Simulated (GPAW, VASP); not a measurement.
This is a calculation of Al (Aluminum) for GPAW 26.7.0 (ASE script). 

Contents of run.py:

```python
from ase.dft.bandgap import bandgap
from ase.io import read, write
from ase.units import Bohr, GPa
from gpaw import GPAW, PW
from gpaw.elf import elf_from_dft_calculation

atoms = read('POSCAR')

calc = GPAW(mode=PW(600),
            xc='PBE',
            kpts={'size': (11, 11, 11), 'gamma': True},
            occupations={'name': 'methfessel-paxton', 'order': 0, 'width': 0.012},
            nbands=7,
            convergence={'density': 1e-05, 'energy': 1e-05},
            maxiter=150,
            txt='gpaw.txt')
atoms.calc = calc
energy = atoms.get_potential_energy()
forces = atoms.get_forces()
stress = atoms.get_stress()
calc.write('gs.gpw')
write('result.traj', atoms)
print(f'Energy: {energy:.6f} eV')
print('Forces (eV/A):')
print(forces.round(4))
print('Stress (GPa):', (stress / GPa).round(3))
print('Fermi level:', round(calc.get_fermi_level(), 4), 'eV')
print(f'Gap: {bandgap(calc)[0]:.4f} eV, direct: {bandgap(calc, direct=True)[0]:.4f} eV')

# fields on the real-space grid
write('density.cube', atoms, data=calc.get_pseudo_density() * Bohr**3)
write('potential.cube', atoms, data=calc.get_electrostatic_potential())
write('elf.cube', atoms, data=elf_from_dft_calculation(calc).data)
```

File POSCAR:

```
Al
1.0
    0.0000000000      2.0248050000      2.0248050000
    2.0248050000      0.0000000000      2.0248050000
    2.0248050000      2.0248050000      0.0000000000
Al
1
Direct
    0.0000000000      0.0000000000      0.0000000000
```

Potentials or basis: GPAW PAW data sets (gpaw-data 1.2.1), pw.

Run with:

```sh
$ OMP_NUM_THREADS=1 python run.py
```

What does the same run look like in VASP 6.6.1? Potentials or basis there: PBE PAW files Al, 520 eV.

As run (cutoffs and basis follow the program's own potentials, and thresholds, step limits or extra output files can differ):

The input INCAR:

```
SYSTEM = Al
PREC     = Accurate       ! precision mode
ENCUT    = 520            ! plane-wave cutoff, eV
EDIFF    = 1E-6           ! SCF threshold, eV
ISMEAR   = 0              ! smearing method
SIGMA    = 0.012          ! smearing width, eV
LREAL    = .False.        ! projectors in reciprocal space
LASPH    = .True.         ! aspherical terms in the spheres
NELM     = 80             ! most SCF steps
ALGO     = Fast           ! electronic algorithm
ISIF     = 2              ! what is computed and relaxed
LWAVE    = .False.        ! write WAVECAR
LCHARG   = .False.        ! write CHGCAR
GGA      = PE             ! functional
NBANDS   = 8              ! bands
```

KPOINTS

```
regular mesh
0
Gamma
  11 11 11
  0 0 0
```

The input POSCAR:

```
Al
1.0
    0.0000000000      2.0248050000      2.0248050000
    2.0248050000      0.0000000000      2.0248050000
    2.0248050000      2.0248050000      0.0000000000
Al
1
Direct
    0.0000000000      0.0000000000      0.0000000000
```

Potentials or basis: VASP PAW PBE potentials, release 64 (Al).

Launch:

```console
$ cat potpaw_PBE.64/Al/POTCAR > POTCAR
$ mpirun -np 1 vasp_std > vasp.out
```

Both were run:

|  | GPAW | VASP |
| --- | --- | --- |
| Pressure | -0.4 GPa | -0.6 GPa |

Pressure is positive in compression.
